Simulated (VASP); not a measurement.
Crystal: Y.

```xyz
2
Lattice="3.6474 0.0000 0.0000 -1.8237 3.1587 0.0000 0.0000 0.0000 5.7306" Properties=species:S:1:pos:R:3 pbc="T T T"
Y     1.8237    1.0529    4.2980
Y     0.0000    2.1058    1.4326
```

Base run:

| Item | Value |
| --- | --- |
| Program | VASP 6.6.1 |
| Functional | r2SCAN |
| Potentials or basis | VASP PAW PBE potentials, release 64 (Y_sv) |
| Cutoff | 520 eV |
| k mesh | 8 × 8 × 5 |
| Occupations | fermi-dirac, width 0.05 eV |
| Spin | no spin polarisation |

Its results: pressure 0.7 GPa.

Question: After a change of settings the same cell gave: pressure -0.5 GPa. Which change was it?
A. functional from r2SCAN to revPBE
B. functional from r2SCAN to RPBE
C. functional from r2SCAN to PW91
D. functional from r2SCAN to AM05

Answer: C.

Caveats: the PAW data sets were made with another functional, which shifts forces and pressure a little.

Runs at the PBE level aren't shown here.
